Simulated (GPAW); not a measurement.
# W (Pm-3n) in GPAW: reference runs

Aim: a first look at W with PBEsol, on the cell as given.

All numbers are computed with GPAW 26.7.0; they aren't measurements. Logs are shortened: lines on timing, memory, paths and dates and some standing lists are left out, and cuts for length are marked. The log counts tension as positive stress, the text compression.

## Step 1: The structure

The structure is cubic, space group Pm-3n (No. 223). The conventional cell has a = 5.083 Å, b = 5.083 Å, c = 5.083 Å, α = 90.00°, β = 90.00°, γ = 90.00°. W (site symmetry -4m2) has 6 W at 2.54 to 2.84 Å as nearest neighbours. Around W (site symmetry m-3) lie 12 W at 2.84 Å.

This isn't the form of W at room conditions, which is bcc.

## Step 2: Single point, PBEsol

File run.py:

```python
from ase import Atoms
from ase.dft.bandgap import bandgap
from ase.io import write
from ase.units import Bohr, GPa
from gpaw import GPAW, PW, setup_paths
from gpaw.elf import elf_from_dft_calculation

setup_paths.insert(0, '.')

atoms = Atoms(['W', 'W', 'W', 'W', 'W', 'W', 'W', 'W'],
              cell=[[5.083, 0.0, 0.0],
                    [0.0, 5.083, 0.0],
                    [0.0, 0.0, 5.083]],
              scaled_positions=[[0.5, 0.25, 0.0],
                                [0.5, 0.75, 0.0],
                                [0.75, 0.0, 0.5],
                                [0.25, 0.0, 0.5],
                                [0.0, 0.5, 0.75],
                                [0.0, 0.5, 0.25],
                                [0.5, 0.5, 0.5],
                                [0.0, 0.0, 0.0]],
              pbc=True)

calc = GPAW(mode=PW(600),
            xc='PBEsol',
            kpts={'size': (5, 5, 5), 'gamma': True},
            occupations={'name': 'fermi-dirac', 'width': 0.05},
            nbands=94,
            convergence={'density': 1e-05, 'energy': 1e-05},
            maxiter=150,
            txt='gpaw.txt')
atoms.calc = calc
energy = atoms.get_potential_energy()
forces = atoms.get_forces()
stress = atoms.get_stress()
calc.write('gs.gpw')
write('result.traj', atoms)
print(f'Energy: {energy:.6f} eV')
print('Forces (eV/A):')
print(forces.round(4))
print('Stress (GPa):', (stress / GPa).round(3))
print('Fermi level:', round(calc.get_fermi_level(), 4), 'eV')
print(f'Gap: {bandgap(calc)[0]:.4f} eV, direct: {bandgap(calc, direct=True)[0]:.4f} eV')

# fields on the real-space grid
write('density.cube', atoms, data=calc.get_pseudo_density() * Bohr**3)
write('potential.cube', atoms, data=calc.get_electrostatic_potential())
write('elf.cube', atoms, data=elf_from_dft_calculation(calc).data)
```

Potentials or basis: PAW data sets generated in the run's folder for this functional, pw.

Launch:

```sh
> gpaw-setup -f PBEsol W
> OMP_NUM_THREADS=1 python run.py
```

gpaw.txt:

```text
__  _  _
 | _ |_)|_||  |
 |__||  | ||/\| - 26.7.0

Input parameters:
  mode=PW(ecut=600.0),
  convergence={'density': 1e-05, 'energy': 1e-05},
  kpts=MonkhorstPack(size=(5, 5, 5), gamma=True),
  maxiter=150,
  nbands=94,
  occupations=Occupations(name='fermi-dirac', width=0.05),
  xc=XC(name='PBEsol')

Diagonalizing LCAO Hamiltonian
Converting LCAO to pw mode
    .-----------.
   /|           |
  / |           |
 * W|           |
 |  |           |
 |  |    W      |
 | WW-----W-----.
 | /     W     /
 |/     W     /
 W-----------*

Atoms  # Å, Bohr magnetons
|   | symbol |        x |        y |        z |    initial magnetic moments |
|---|--------|----------|----------|----------|-----------------------------|
| 0 |      W | 2.541500 | 1.270750 | 0.000000 | ( 0.0000,  0.0000,  0.0000) |
| 1 |      W | 2.541500 | 3.812250 | 0.000000 | ( 0.0000,  0.0000,  0.0000) |
| 2 |      W | 3.812250 | 0.000000 | 2.541500 | ( 0.0000,  0.0000,  0.0000) |
| 3 |      W | 1.270750 | 0.000000 | 2.541500 | ( 0.0000,  0.0000,  0.0000) |
| 4 |      W | 0.000000 | 2.541500 | 3.812250 | ( 0.0000,  0.0000,  0.0000) |
| 5 |      W | 0.000000 | 2.541500 | 1.270750 | ( 0.0000,  0.0000,  0.0000) |
| 6 |      W | 2.541500 | 2.541500 | 2.541500 | ( 0.0000,  0.0000,  0.0000) |
| 7 |      W | 0.000000 | 0.000000 | 0.000000 | ( 0.0000,  0.0000,  0.0000) |

Unit cell  # Å
| periodic |        x |        y |        z |  lengths |    angles |
|----------|----------|----------|----------|----------|-----------|
|      yes | 5.083000 | 0.000000 | 0.000000 | 5.083000 | 90.000000 |
|      yes | 0.000000 | 5.083000 | 0.000000 | 5.083000 | 90.000000 |
|      yes | 0.000000 | 0.000000 | 5.083000 | 5.083000 | 90.000000 |

Number of symmetries: 24
Symmetry operations  # r_c * U_cc + t_c -> r_c
|    | kind |            matrix            |
|----|------|------------------------------|
|  0 |  E   |  1, 0, 0,  0, 1, 0,  0, 0, 1 |
|  1 |  σ   |  1, 0, 0,  0, 1, 0,  0, 0,-1 |
|  2 |  σ   |  1, 0, 0,  0,-1, 0,  0, 0, 1 |
|  3 |  C2  |  1, 0, 0,  0,-1, 0,  0, 0,-1 |
|  4 |  C3  |  0, 1, 0,  0, 0, 1,  1, 0, 0 |
|  5 |  S6  |  0, 1, 0,  0, 0, 1, -1, 0, 0 |
|  6 |  S6  |  0, 1, 0,  0, 0,-1,  1, 0, 0 |
|  7 |  C3  |  0, 1, 0,  0, 0,-1, -1, 0, 0 |
|  8 |  C3  |  0, 0, 1,  1, 0, 0,  0, 1, 0 |
|  9 |  S6  |  0, 0, 1,  1, 0, 0,  0,-1, 0 |
| 10 |  S6  |  0, 0, 1, -1, 0, 0,  0, 1, 0 |
| 11 |  C3  |  0, 0, 1, -1, 0, 0,  0,-1, 0 |
| 12 |  S6  |  0, 0,-1,  1, 0, 0,  0, 1, 0 |
| 13 |  C3  |  0, 0,-1,  1, 0, 0,  0,-1, 0 |
| 14 |  C3  |  0, 0,-1, -1, 0, 0,  0, 1, 0 |
| 15 |  S6  |  0, 0,-1, -1, 0, 0,  0,-1, 0 |
| 16 |  S6  |  0,-1, 0,  0, 0, 1,  1, 0, 0 |
| 17 |  C3  |  0,-1, 0,  0, 0, 1, -1, 0, 0 |
| 18 |  C3  |  0,-1, 0,  0, 0,-1,  1, 0, 0 |
| 19 |  S6  |  0,-1, 0,  0, 0,-1, -1, 0, 0 |
| 20 |  σ   | -1, 0, 0,  0, 1, 0,  0, 0, 1 |
| 21 |  C2  | -1, 0, 0,  0, 1, 0,  0, 0,-1 |
| 22 |  C2  | -1, 0, 0,  0,-1, 0,  0, 0, 1 |
| 23 |  i   | -1, 0, 0,  0,-1, 0,  0, 0,-1 |

BZ-sampling:
  Number of BZ points: 125
  Number of IBZ points: 11

  Monkhorst-Pack size: [5, 5, 5]
  Monkhorst-Pack shift: [0, 0, 0]

K-points  # in reciprocal-cell coordinates
|     |                                coordinates |     weight |
|-----|--------------------------------------------|------------|
|   0 | (  0.00000000,   0.00000000,   0.00000000) | 0.00800000 |
|   1 | (  0.20000000,   0.00000000,   0.00000000) | 0.04800000 |
|   2 | (  0.20000000,   0.20000000,   0.00000000) | 0.09600000 |
|   3 | (  0.20000000,   0.20000000,   0.20000000) | 0.06400000 |
|   4 | (  0.40000000,   0.00000000,   0.00000000) | 0.04800000 |
|   5 | (  0.40000000,   0.00000000,   0.20000000) | 0.09600000 |
|   6 | (  0.40000000,   0.20000000,   0.00000000) | 0.09600000 |
|   7 | (  0.40000000,   0.20000000,   0.20000000) | 0.19200000 |
|   8 | (  0.40000000,   0.40000000,   0.00000000) | 0.09600000 |
|   9 | (  0.40000000,   0.40000000,   0.20000000) | 0.19200000 |
| ... |                                            |            |
|  10 | (  0.40000000,   0.40000000,   0.40000000) | 0.06400000 |

Plane wave coefficients: 4400
Cutoff: 600.0 eV

Spin-components: 1 (collinear spins)
Bands:           94
Projectors:      48
Spin-degeneracy: 2
Datatype:        complex128

Parallelization:
  kpt:    1
  domain: 1
  band:   1

Density:
  Valence electrons: 112.0
  Components: 1
  Grid points: [30 30 30]
  Charge: 0.0  # |e|

Potential:
  Grid points: [30 30 30]

species:
  W:
    name:    Tungsten
    Z:       74.0
    valence: 14
    core:    60
    charge:  0.0  # [|e|]
    compensation charges:
      type: gauss
      rc: 0.40  # [Å]
      lmax: 2
    cutoffs:
      filter: 2.36  # [Å]
      core: 3.02  # [Å]
    projectors
    | kind |    occ | energy [eV] | rcut [Å] |
    |------|--------|-------------|----------|
    |   5s |  2.000 |     -78.864 |    1.344 |
    |   6s |  2.000 |      -5.730 |    1.344 |
    |   5p |  6.000 |     -43.252 |    1.355 |
    |   6p |  0.000 |      -1.338 |    1.355 |
    |   5d |  4.000 |      -4.526 |    1.228 |
    |    d |        |      22.686 |    1.228 |

    Using partial waves for W as LCAO basis

Reference energy: -3509142.169390  # eV

eigensolver:
  PPCG
  Converge bands: occupied
  niter=2

density mixing:
  MSR1-Mixer
  Pratt-step length: 0.05
  Maximum mixing coefficient: 0.75
  Old densities: 10
  SVD Regularization: 0.005
  Good broyden scale: 1.0
  Trust region scale: 1.0
  Backstep threshold: 4.0
  History deletion threshold: 6.0
  Fourier metric: weight=20.0, sigma=0.015

occupation numbers:
  Fermi-Dirac:
    width: 0.0500  # eV

poisson solver:
  ecut: 4800.0  # eV

xc functional:
  name: PBEsol with 2 nearest neighbor stencil

convergence criteria:
- Maximum integral of absolute [dens]ity change: 1e-05 electrons / valence electron
- Maximum [total energy] change in last 3 cyles: 1e-05 eV / valence electron
- Maximum integral of absolute [eigenst]ate change: 4e-08 eV^2 / valence electron
maximum number of iterations: 150

SCF iterations
|iter     | |      energy | eigst |  dens |
|---------|-|-------------|-------|-------|
|iter:   1| | -100.566722 | +0.06 |       |
|iter:   2| | -100.300121 | -2.33 | -1.21 |
|iter:   3| |  -98.673279 | -1.28 | -1.23 |
|iter:   4| |  -98.883729 | -2.22 | -1.78 |
|iter:   5| |  -98.500733 | -2.58 | -1.70 |
|iter:   6| |  -98.505662 | -3.76 | -2.19 |
|iter:   7| |  -98.506154 | -5.01 | -2.94 |
|iter:   8| |  -98.506213c| -6.13 | -3.57 |
|iter:   9| |  -98.506211c| -7.73c| -4.38 |
|iter:  10| |  -98.506211c| -8.45c| -5.20c|

Converged in 10 steps
Energy contributions relative to reference atoms: (reference = -3509142.169390)

Energy contributions:
  Kinetic:          14.811229
  Coulomb:         -32.777748
  Zero:             -0.258672
  External:          0.000000
  Xc:              -80.269802
  Entropy:          -0.022437
  Spinorbit:         0.000000
  ----------------------------
  Free energy:     -98.517430
  Extrapolated:    -98.506211

dipole moment: (-56.977760, -56.977760, -56.977760)  # |e|*Ang

Fermi level: 13.589
Eigenvalues  # (at kpt = [0.000, 0.000, 0.000])
| band index |      eig [eV] | occ [0-2] |
|------------|---------------|-----------|
|          0 |       -60.180 |     2.000 |
|        ... |               |           |
|         49 |        11.580 |     2.000 |
|         50 |        11.580 |     2.000 |
|         51 |        11.580 |     2.000 |
|         52 |        12.190 |     2.000 |
|         53 |        12.190 |     2.000 |
|         54 |        13.160 |     2.000 |
[... 8 lines left out ...]
|         63 |        15.420 |     0.000 |
|         64 |        15.420 |     0.000 |
|        ... |               |           |
|         93 |        28.204 |     0.000 |

No gap
No difference between direct/indirect transitions

Forces  # eV/Ang
|        x |        y |        z |
|----------|----------|----------|
|  0.00000 | -0.00000 |  0.00000 |  # W    0
|  0.00000 |  0.00000 |  0.00000 |  # W    1
|  0.00000 |  0.00000 |  0.00000 |  # W    2
| -0.00000 |  0.00000 |  0.00000 |  # W    3
|  0.00000 |  0.00000 |  0.00000 |  # W    4
|  0.00000 |  0.00000 | -0.00000 |  # W    5
|  0.00000 |  0.00000 |  0.00000 |  # W    6
| -0.00000 | -0.00000 |  0.00000 |  # W    7

Stress tensor  # eV/Ang^3
|        x |        y |        z |
|----------|----------|----------|
| 0.059463 | 0.000000 | 0.000000 |
| 0.000000 | 0.059463 | 0.000000 |
| 0.000000 | 0.000000 | 0.059463 |

# Writing to gs.gpw (mode='')
```

Wall time 2 min (1 thread of Arm Neoverse V1, shared host); peak memory 0.31 GiB.

What came out:

| Property | Result |
| --- | --- |
| Free energy | -98.5174 eV |
| Pressure | -9.5 GPa |
| Band gap on the k mesh | none (metal or under the smearing width) |

Spin-orbit coupling is left out, which matters for the levels of W.
